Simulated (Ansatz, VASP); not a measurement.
**TaN: VASP beside Ansatz**

The input INCAR:

```
PREC = Accurate
ENCUT = 520
EDIFF = 1E-6
ISMEAR = 0
SIGMA = 0.15
LREAL = False
LASPH = True
NELM = 100
ALGO = Fast
ISIF = 2
LWAVE = False
LCHARG = False
GGA = PS
NBANDS = 15
```

The input KPOINTS:

```
regular mesh
0
Gamma
  20 20 20
```

Contents of POSCAR:

```
TaN
1.0
   -0.0899268734      2.2002311938      2.2002311938
    2.2002311938     -0.0899268734      2.2002311938
    2.2002311938      2.2002311938     -0.0899268734
Ta N
1 1
Direct
    0.5000000000      0.5000000000      0.5000000000
    0.0000000000      0.0000000000      0.0000000000
```

Input for Ansatz:

```yaml
crystal:
  lattice:
    - [-0.0899268734, 2.2002311938, 2.2002311938]
    - [2.2002311938, -0.0899268734, 2.2002311938]
    - [2.2002311938, 2.2002311938, -0.0899268734]
  atoms:
    - { symbol: Ta, position: [0.5, 0.5, 0.5] }
    - { symbol: "N", position: [0.0, 0.0, 0.0] }
basis:
  ecutwfc: 520.0
kpoints:
  mp_grid: { grid: [20, 20, 20] }
hamiltonian:
  xc: pbesol
  pseudopotentials: { kind: paw, azcp: { folder: soft_1 } }
scf:
  occupations: { method: gaussian, width: 0.15 }
output:
  forces: true
  stress: true
  eigenvalues: true
```

Alike in both runs: task single point; functional PBEsol; k mesh 20 × 20 × 20; occupations gaussian, width 0.15 eV; no spin polarisation.

|  | VASP | Ansatz |
| --- | --- | --- |
| version | VASP 6.6.1 | Ansatz 0.2.0 |
| potentials or method | VASP PAW PBE potentials, release 64 (Ta_pv, N) | scalar-relativistic, plane waves, PAW |
| plane-wave cutoff (eV) | 520 | 520 |
| valence electrons in the cell | 16 | 18 |

Ansatz gave:

| Property | Result |
| --- | --- |
| gap on the k mesh at the Fermi level (eV) | none |
| pressure (GPa) | -23.0 |
| largest component of the traceless stress (GPa) | 2.67 |

Problem. Estimate VASP's values.

Solution. gap on the k mesh at the Fermi level (eV): none; pressure (GPa): -22.1; largest component of the traceless stress (GPa): 2.64.

A gap of «none» marks a metal or a gap that the smearing closes. With one functional, cell and mesh, what is left measures potentials, basis and numerics. The two sets of potentials don't hold the same shells in valence. Ansatz warned: «pseudo_functional_mismatch».

Caveats: so large a pressure means that the cell lies far from this level's equilibrium, or that cutoff or potentials fall short (VASP); the potentials were made for another functional, which shifts forces and pressure (VASP). The runs have no spin-orbit coupling, so splittings on Ta are missing.
